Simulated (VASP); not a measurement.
# CdS (Greenockite) (P6_3mc) in VASP: a series of runs

Runs on CdS (Greenockite). Level: PBE. Tasks: single point.

All numbers are computed with VASP 6.6.1; they aren't measurements. Logs are shortened: lines on timing, memory, paths and dates and some standing lists are left out, and cuts for length are marked.

## (1) The crystal as given

It takes space group P6_3mc (No. 186, hexagonal). Conventional cell: a = 4.150 Å, b = 4.150 Å, c = 6.737 Å, α = 90.00°, β = 90.00°, γ = 120.00°. Cd (site symmetry 3m) is surrounded by 4 S at 2.53 to 2.54 Å. S (site symmetry 3m) is surrounded by 4 Cd at 2.53 to 2.54 Å.

## (2) Single point, PBE, spin-orbit coupling, no magnetisation

The input, INCAR:

```
ALGO     = Normal         # electronic algorithm
EDIFF    = 1E-7           # SCF threshold, eV
ENCUT    = 350            # plane-wave cutoff, eV
GGA      = PE             # functional
GGA_COMPAT= F            
ISIF     = 2              # what is computed and relaxed
ISMEAR   = 0              # smearing method
LASPH    = T              # aspherical terms in the spheres
LCHARG   = F              # write CHGCAR
LORBIT   = 11             # projections on sites
LREAL    = F              # projectors in reciprocal space
LSORBIT  = T              # spin-orbit coupling
LWAVE    = F              # write WAVECAR
MAGMOM   = 0 0 0 0 0 0 0 0 0 0 0 0 # initial moments
NBANDS   = 52             # bands
NELM     = 100            # most SCF steps
PREC     = Accurate       # precision mode
SIGMA    = 0.02           # smearing width, eV
```

The input, KPOINTS:

```
k-points
0
Gamma
  4 4 2
```

The input, POSCAR:

```
CdS
1.0
    4.1500000000      0.0000000000      0.0000000000
   -2.0750000000      3.5940054257      0.0000000000
    0.0000000000      0.0000000000      6.7370000000
Cd S
2 2
Direct
    0.6666666667      0.3333333333      0.5000000000
    0.3333333333      0.6666666667      0.0000000000
    0.6666666667      0.3333333333      0.8750000000
    0.3333333333      0.6666666667      0.3750000000
```

Potentials or basis: VASP PAW PBE potentials, release 64 (Cd, S).

On the command line:

```
$ cat potpaw_PBE.64/Cd/POTCAR potpaw_PBE.64/S/POTCAR > POTCAR
$ mpirun -np 1 vasp_ncl > vasp.out
```

OUTCAR:

```text
EDIFF = 1E-7
   ENCUT = 350
   GGA = PE
   ISIF = 2
   ISMEAR = 0
   LASPH = T
   LORBIT = 11
   LREAL = F
   LSORBIT = T
   NELM = 100
   PREC = Accurate

 Found      8 irreducible k-points:

 Following reciprocal coordinates:
            Coordinates               Weight
  0.000000  0.000000  0.000000      1.000000
  0.250000 -0.000000  0.000000      6.000000
  0.500000 -0.000000  0.000000      3.000000
  0.250000  0.250000  0.000000      6.000000
  0.000000  0.000000  0.500000      1.000000
  0.250000 -0.000000  0.500000      6.000000
   k-points           NKPTS =      8   k-points in BZ     NKDIM =      8   number of bands    NBANDS=     52
   number of dos      NEDOS =    301   number of ions     NIONS =      4
   total plane-waves  NPLWV =  32928
   dimension x,y,z NGX =    28 NGY =   28 NGZ =   42
   dimension x,y,z NGXF=    56 NGYF=   56 NGZF=   84
   ions per type =               2   2
   NGX,Y,Z   is equivalent  to a cutoff of  11.22, 11.22, 10.36 a.u.
   NGXF,Y,Z  is equivalent  to a cutoff of  22.43, 22.43, 20.73 a.u.
 SYSTEM =  unknown system
   PREC   = accura    normal or accurate (medium, high low for compatibility)
   ISTART =      0    job   : 0-new  1-cont  2-samecut
   ICHARG =      2    charge: 1-file 2-atom 10-const
   ISPIN  =      1    spin polarized calculation?
   LNONCOLLINEAR =      T non collinear calculations
   LSORBIT =      T    spin-orbit coupling
   LASPH  =      T    aspherical Exc in radial PAW
   ENCUT  =  350.0 eV  25.72 Ry    5.07 a.u.   6.33  6.33 10.28*2*pi/ulx,y,z
   NELM   =    100;   NELMIN=  2; NELMDL= -5     # of ELM steps
   EDIFF  = 0.1E-06   stopping-criterion for ELM
   LREAL  =      F    real-space projection
   EDIFFG = 0.1E-05   stopping-criterion for IOM
   NSW    =      0    number of steps for IOM
   IBRION =     -1    ionic relax: 0-MD 1-quasi-New 2-CG
   NFREE  =      0    steps in history (QN), initial steepest desc. (CG)
   ISIF   =      2    stress and relaxation
   ISYM   =      2    0-nonsym 1-usesym 2-fastsym
   POTIM  = 0.5000    time-step for ionic-motion
   TEBEG  =    0.0;   TEEND  =   0.0 temperature during run
   PSTRESS=    0.0 pullay stress
   NELECT =      36.0000    total number of electrons
   NUPDOWN=      -1.0000    fix difference up-down
   EMIN   =  10.00;   EMAX   =-10.00  energy-range for DOS
   EFERMI =   0.00;   METHOD = LEGACY
   ISMEAR =     0;   SIGMA  =   0.02  broadening in eV -4-tet -1-fermi 0-gaus
   EFERMI_NEDOS =   21; number of points for ismear=-14 and -15
   IALGO  =     38    algorithm
   IMIX   =      4    mixing-type and parameters
     AMIX     =   0.40;   BMIX     =  1.00
     AMIX_MAG =   1.60;   BMIX_MAG =  1.00
  volume/ion in A,a.u.               =      25.12       169.52
  Fermi-wavevector in a.u.,A,eV,Ry     =   1.162727  2.197236 18.394190  1.351935
  Thomas-Fermi vector in A             =   2.299285
   LORBIT       =     11    0 simple, 1 ext, 2 COOP (PROOUT), +10 PAW based schemes
   GGA     = PE    functional components
   LHFCALC =     F    Hartree Fock is set to
   AEXX    =    0.0000 exact exchange contribution
   IVDW    =     0    specifies the selected vdW correction
   LEPSILON=     F    determine dielectric tensor
   LRPA    =     F    only Hartree local field effects (RPA)
 Gauss-broadening in eV      SIGMA  =   0.02
  energy-cutoff  :      350.00
  volume of cell :      100.48
 maximum number of plane-waves:      3040
 NGX is ok and might be reduce to    28
   NGX = 13   NGY = 13   NGZ = 21

 number of electron      36.0000023 magnetization      -0.0000000     -0.0000000      0.0000000

 number of electron      36.0000023 magnetization       0.0000000      0.0000000      0.0000000

 number of electron      36.0000023 magnetization      -0.0000000      0.0000000      0.0000000

 Free energy of the ion-electron system (eV)
  ---------------------------------------------------
  ext. energy  EPLUGINS =         0.00000000
  ---------------------------------------------------
  free energy    TOTEN  =       -12.28219611 eV

  energy without entropy =      -12.28219611  energy(sigma->0) =      -12.28219611

 E-fermi :   1.3753     XC(G=0):  -9.0812

 val. band max:        1.2345522519   @ k =   0.0000   0.0000   0.0000
 cond. band min:       2.4078454860   @ k =   0.0000   0.0000   0.0000
 fundamental gap:      1.1732932342
 Fermi energy:         1.3753231710

 k-point     1 :       0.0000    0.0000    0.0000
  band No.  band energies     occupation
      1     -11.0799      1.00000
      2     -11.0799      1.00000
      3     -10.6557      1.00000
      4     -10.6557      1.00000
      5      -6.7243      1.00000
      6      -6.7243      1.00000
[... 295 lines left out ...]
     47       8.3846      0.00000
     48       8.3846      0.00000

 [... further k-points ...]

 [bands above 48 left out]

------------------------ aborting loop because EDIFF is reached ----------------------------------------

  FORCE on cell =-STRESS in cart. coord.  units (eV):
  Direction    XX          YY          ZZ          XY          YZ          ZX
  --------------------------------------------------------------------------------------
  -------------------------------------------------------------------------------------
  Total        1.1862772      1.1862772      1.4521783      0.0000000      0.0000000      0.0000000
  in kB       18.9148719     18.9148719     23.1545934      0.0000000      0.0000000      0.0000000
  external PRESSURE =      20.3281124 kB  Pullay stress =       0.0000000 kB

 VOLUME and BASIS-vectors are now :
 -----------------------------------------------------------------------------
  energy-cutoff  :      350.00
  volume of cell :      100.48
      direct lattice vectors                 reciprocal lattice vectors
     4.150000000  0.000000000  0.000000000     0.240963855  0.139120547  0.000000000
    -2.075000000  3.594005426  0.000000000     0.000000000  0.278241094  0.000000000
     0.000000000  0.000000000  6.737000000     0.000000000  0.000000000  0.148434021

 POSITION                                       TOTAL-FORCE (eV/Angst)
 -----------------------------------------------------------------------------------
      2.07500      1.19800      3.36850        -0.000000     -0.000000     -0.055312
     -0.00000      2.39600      0.00000         0.000000     -0.000000     -0.055312
      2.07500      1.19800      5.89487        -0.000000      0.000000      0.055312
     -0.00000      2.39600      2.52637         0.000000     -0.000000      0.055312
 -----------------------------------------------------------------------------------
    total drift:                               -0.000000      0.000000     -0.000657

  FREE ENERGIE OF THE ION-ELECTRON SYSTEM (eV)
  ---------------------------------------------------
  free  energy   TOTEN  =       -12.2821961114 eV

  energy  without entropy=      -12.2821961114  energy(sigma->0) =      -12.28219611

 Spin-Orbit-Coupling matrix elements

 Ion:    1  E_soc:     -0.0564255
 l=   1
     0.0000000    -0.0024428    -0.0024499
    -0.0024428     0.0000000    -0.0024428
    -0.0024499    -0.0024428     0.0000000
 l=   2
     0.0000000    -0.0013844     0.0000000    -0.0013844    -0.0055896
    -0.0013844     0.0000000    -0.0041885    -0.0013731    -0.0013844
     0.0000000    -0.0041885     0.0000000    -0.0041885     0.0000000
    -0.0013844    -0.0013731    -0.0041885     0.0000000    -0.0013844
    -0.0055896    -0.0013844     0.0000000    -0.0013844     0.0000000
 l=   3
     0.0000000     0.0000000     0.0000000     0.0000000     0.0000000     0.0000000     0.0000000
     0.0000000     0.0000000     0.0000000     0.0000000     0.0000000     0.0000000     0.0000000
     0.0000000     0.0000000     0.0000000     0.0000000     0.0000000     0.0000000     0.0000000
     0.0000000     0.0000000     0.0000000     0.0000000     0.0000000     0.0000000     0.0000000
     0.0000000     0.0000000     0.0000000     0.0000000     0.0000000     0.0000000     0.0000000
     0.0000000     0.0000000     0.0000000     0.0000000     0.0000000     0.0000000     0.0000000
     0.0000000     0.0000000     0.0000000     0.0000000     0.0000000     0.0000000     0.0000000

 Ion:    2  E_soc:     -0.0564255
 l=   1
     0.0000000    -0.0024428    -0.0024499
    -0.0024428     0.0000000    -0.0024428
    -0.0024499    -0.0024428     0.0000000
 l=   2
     0.0000000    -0.0013844     0.0000000    -0.0013844    -0.0055896
    -0.0013844     0.0000000    -0.0041885    -0.0013731    -0.0013844
     0.0000000    -0.0041885     0.0000000    -0.0041885     0.0000000
    -0.0013844    -0.0013731    -0.0041885     0.0000000    -0.0013844
    -0.0055896    -0.0013844     0.0000000    -0.0013844     0.0000000
 l=   3
     0.0000000     0.0000000     0.0000000     0.0000000     0.0000000     0.0000000     0.0000000
     0.0000000     0.0000000     0.0000000     0.0000000     0.0000000     0.0000000     0.0000000
     0.0000000     0.0000000     0.0000000     0.0000000     0.0000000     0.0000000     0.0000000
     0.0000000     0.0000000     0.0000000     0.0000000     0.0000000     0.0000000     0.0000000
     0.0000000     0.0000000     0.0000000     0.0000000     0.0000000     0.0000000     0.0000000
     0.0000000     0.0000000     0.0000000     0.0000000     0.0000000     0.0000000     0.0000000
     0.0000000     0.0000000     0.0000000     0.0000000     0.0000000     0.0000000     0.0000000
[... 21 lines left out ...]
 Ion:    4  E_soc:     -0.0020837
 l=   1
     0.0000000    -0.0003466    -0.0003487
    -0.0003466     0.0000000    -0.0003466
    -0.0003487    -0.0003466     0.0000000
 l=   2
     0.0000000     0.0000000     0.0000000     0.0000000     0.0000000
     0.0000000     0.0000000     0.0000000     0.0000000     0.0000000
     0.0000000     0.0000000     0.0000000     0.0000000     0.0000000
     0.0000000     0.0000000     0.0000000     0.0000000     0.0000000
     0.0000000     0.0000000     0.0000000     0.0000000     0.0000000
 l=   3
     0.0000000     0.0000000     0.0000000     0.0000000     0.0000000     0.0000000     0.0000000
     0.0000000     0.0000000     0.0000000     0.0000000     0.0000000     0.0000000     0.0000000
     0.0000000     0.0000000     0.0000000     0.0000000     0.0000000     0.0000000     0.0000000
     0.0000000     0.0000000     0.0000000     0.0000000     0.0000000     0.0000000     0.0000000
     0.0000000     0.0000000     0.0000000     0.0000000     0.0000000     0.0000000     0.0000000
     0.0000000     0.0000000     0.0000000     0.0000000     0.0000000     0.0000000     0.0000000
     0.0000000     0.0000000     0.0000000     0.0000000     0.0000000     0.0000000     0.0000000

 total charge

# of ion       s       p       d       tot
------------------------------------------
    1        0.421   0.321   9.550  10.292
    2        0.421   0.321   9.550  10.292
    3        1.321   2.402   0.000   3.723
    4        1.321   2.402   0.000   3.723
--------------------------------------------------
tot          3.484   5.445  19.100  28.030

 magnetization (x)

# of ion       s       p       d       tot
------------------------------------------
    1       -0.000   0.000   0.000   0.000
    2        0.000   0.000   0.000   0.000
    3        0.000  -0.000   0.000  -0.000
    4        0.000   0.000   0.000   0.000
--------------------------------------------------
tot          0.000   0.000   0.000   0.000

 magnetization (y)

# of ion       s       p       d       tot
------------------------------------------
    1        0.000   0.000   0.000   0.000
    2        0.000   0.000   0.000   0.000
    3        0.000  -0.000   0.000  -0.000
    4        0.000   0.000   0.000   0.000
--------------------------------------------------
tot          0.000  -0.000   0.000  -0.000

 magnetization (z)

# of ion       s       p       d       tot
------------------------------------------
    1        0.000   0.000   0.000   0.000
    2        0.000  -0.000   0.000  -0.000
    3        0.000   0.000   0.000   0.000
    4       -0.000   0.000   0.000   0.000
--------------------------------------------------
tot          0.000   0.000   0.000   0.000
```

Wall time 47 s (1 thread of AMD EPYC 7R13 (Zen 3), shared host); peak memory 0.28 GiB.

These settings aren't checked as converged: the numbers below hold their error.

What came out:

| Item | Value |
| --- | --- |
| Free energy | -12.2822 eV |
| Pressure | 2.0 GPa |
| Largest force | 0.055 eV/Å |
| Valence electrons inside the program's atomic spheres | Cd 10.29; S 3.72 |

Caveat: the k mesh is coarse (spacing up to 0.47 Å⁻¹), so the values aren't converged.

(Continued in part 2 of 2.)
